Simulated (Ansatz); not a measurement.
# Point defect: H interstitial in WC

Theory: DFT PBE, scalar-relativistic, plane waves, PAW (Ansatz 0.2.0). Run with 420 eV cutoff, 5×5×5 k-mesh, Gaussian smearing of 0.10 eV, no spin polarisation.

Host crystal, relaxed:

```
W C
1.0
     2.92173    0.00000    0.00000
    -1.46087    2.53030    0.00000
     0.00000    0.00000    2.84713
W C
1 1
Direct
  0.00000 0.00000 0.00000
  0.66667 0.33333 0.50000
```

Supercell of 32 atoms, rows in host cell vectors: 1 -1 2; 1 -1 -2; 1 3 0. Atoms relax at the host's cell from a start displaced at random by 0.06 Å near the defect, so other minima may exist. The cell is small, so energies carry finite-size errors of tenths of an eV. The host is a metal.

Spin-orbit coupling is left out, which matters for the bands and energies of heavy elements.

Defect: H interstitial at (0.083, 0.167, 0.500) of the host cell, charge 0.

Task: Give the relaxed supercell.

Result:
```xyz
33
Lattice="4.3826 -2.5303 5.6943 4.3826 -2.5303 -5.6943 -1.4609 7.5909 0.0000" Properties=species:S:1:pos:R:3 pbc="T T T"
W     7.3073   -2.5739   -0.0411
W     2.8708   -0.0125   -2.8906
W     2.9251   -0.0439   -0.0465
W     2.9291   -0.0462    2.8033
W     1.4565    2.4888   -2.8908
W     1.4610    2.4885   -0.0407
W     1.5140    2.5164    2.8037
W     4.3844    2.4852    2.8033
W     0.0022    5.0176   -0.0439
W     4.3862    2.4884   -2.8910
W     4.3825   -2.5724   -5.7350
W     5.8435   -0.0419   -0.0466
W     4.3846    2.4869   -0.0439
W     4.3849   -2.6323   -2.8906
W     4.3826   -2.5723   -0.0466
W     4.3800   -2.5687    2.8035
C     1.4829    0.7888    1.3733
C     5.8646   -1.7410   -1.4617
C     5.8364   -1.7247    1.3751
C     1.4538    0.8056   -1.4623
C     4.3852    0.8205   -1.4640
C     4.3838    0.7988    1.3767
C     4.3837    0.7989    4.2300
C     2.9225    3.3249   -1.4639
C     2.9280    3.3346    1.3766
C     2.9281    3.3346    4.2303
C     2.9246   -1.7285    1.3767
C     4.3851    0.8215   -4.3188
C     2.9224    3.3249   -4.3177
C     7.3072   -4.2588   -1.4643
C     7.2883   -4.2713    1.3754
C     2.9066   -1.7406   -1.4639
H     4.3839   -0.8861   -2.9163
```
Around the defect: 3 W at 1.75 Å, 3 C at 2.21 Å, 2 C at 2.24 Å, 1 C at 2.25 Å. The run ended with a moment of 0.00 μB (no spin polarisation).